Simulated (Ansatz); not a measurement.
Set up this calculation in Ansatz 0.2.0, as the native input.

- Task: single point
- Functional: PBE
- Potentials or basis: Ansatz PAW
- Cutoff: 420 eV (not typed: the program's choice for these potentials)
- k mesh: 8 × 8 × 5
- Occupations: gaussian, width 0.022 eV
- Spin: no spin polarisation

ZrS2:

```xyz
3
Lattice="3.6914 0.0000 0.0000 -1.8457 3.1968 0.0000 0.0000 0.0000 6.0411" Properties=species:S:1:pos:R:3 pbc="T T T"
Zr    0.0000    0.0000    0.0000
S     0.0000    2.1312    1.4372
S     1.8457    1.0656    4.6038
```

The cell is a database's computed one.

One way to write it, as run:

input.yaml

```yaml
crystal:
  lattice:
    - [3.6913825498, 0.0, 0.0]
    - [-1.8456912749, 3.1968310632, 0.0]
    - [0.0, 0.0, 6.04107701]
  atoms:
    - { symbol: Zr, position: [0.0, 0.0, 0.0] }
    - { symbol: S, position: [0.3333333333, 0.6666666667, 0.23790997] }
    - { symbol: S, position: [0.6666666667, 0.3333333333, 0.76209003] }
hamiltonian:
  xc: pbe
  pseudopotentials: { kind: paw }
kpoints:
  mp_grid: { grid: [8, 8, 5] }
scf:
  occupations: { method: gaussian, width: 0.022 }
output:
  forces: true
  stress: true
  eigenvalues: true
  write_density: true
  write_potential: true
  elf: true
  volumetric_format: npy
```

Potentials or basis: Ansatz PAW.

Command:

```bash
$ ansatz run input.yaml --threads 2 --pin off --max-ram 5632MiB --backend cpu --events-out ev --progress --plain --runs-dir out
```

Results of the run:

```yaml
Pressure: 0.5 GPa
Largest_force: 0.044 eV/Å
Band_gap_on_the_k_mesh: 1.05 eV, indirect (least direct gap 1.64 eV)
```

Caveat: odd divisions of the mesh miss points on the zone boundary, where band edges often lie, so the gap on the mesh can be too wide; this functional lacks dispersion, which binds the layers, so the pressure and a relaxed spacing across them are unreliable.

Run time: 4.6 s on 2 threads of Intel(R) Xeon(R) Processor @ 2.50GHz (Skylake/Cascade Lake) (shared host), peak memory 0.38 GiB.
